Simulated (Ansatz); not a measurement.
## MoS₂ as a strained film

These are results of DFT PBE, scalar-relativistic, plane waves, PAW in Ansatz, not measurements. Run with 420 eV cutoff, 12×12×2 k-mesh, Gaussian smearing of 0.02 eV, no spin polarisation.

Starting point, cell and atoms relaxed:

```
CELL_PARAMETERS angstrom
3.18507 0.00000 0.00000
-1.59253 2.75835 0.00000
0.00000 0.00000 14.80800
ATOMIC_POSITIONS crystal
Mo 0.66667 0.33333 0.25000
Mo 0.33333 0.66667 0.75000
S 0.66667 0.33333 0.64448
S 0.33333 0.66667 0.35552
S 0.66667 0.33333 0.85552
S 0.33333 0.66667 0.14448
```

The a-b plane is strained alike in both directions, as on a substrate, while c and the atoms relax within the symmetry that the strain leaves. Stress is positive in compression; energies are free energies at the smearing used, per atom.

```csv
strain (%),c (Å),σ in plane (GPa),ΔE (meV/atom)
-6.0,15.3471,16.37,121.78
-4.0,15.1680,10.16,51.91
-2.0,14.9883,4.73,12.45
+0.0,14.8080,0.00,0.00
+2.0,14.5908,-4.16,11.54
+4.0,14.4421,-7.78,44.42
+6.0,14.2749,-10.94,96.22
```

**Question.** Get the biaxial modulus twice, from the stresses and from the energies of the innermost pair.

**Answer.** From stress: M = −Δσ/Δε = (4.73 − (-4.16)) / 0.040 = 222 GPa. Two in-plane directions each store σε/2, so the energy density is Mε²: M = (mean ΔE)/(V ε²) = 12.00 meV / (21.683 Å³ × 0.020²) × 0.16022 GPa Å³/meV = 222 GPa. The two agree.

**Question.** How well does Mε², with M from the stresses, predict the outermost points?

**Answer.** 108.3 meV predicted against 121.8 computed at -6.0 %; 108.3 meV predicted against 96.2 computed at +6.0 %. Compression costs more than stretching, the usual sign of bonds that stiffen as they shorten.

**Question.** How does c respond, and up to what thickness can a film with 1 % or 2 % misfit stay coherent on a thick substrate?

**Answer.** c answers with ε_c = −0.67 ε. In an isotropic solid that ratio is 2ν/(1 − ν), so ν = r/(2 + r) = 0.25. A film of thickness h stores Mε²h per area, 22.2 mJ/m² per nm at 1 %. The Matthews–Blakeslee balance for pure edge misfit dislocations, h = b/(8πf(1 + ν)) × (ln(h/b) + 1), with b taken as the in-plane vector a = 3.19 Å, solved by iteration, gives 3.4 nm at f = 1 % and 1.2 nm at 2 %. This is an isotropic estimate in which the moduli cancel; the real Burgers vector, glide system, anisotropy and slow kinetics can shift it by a factor of a few, mostly upward.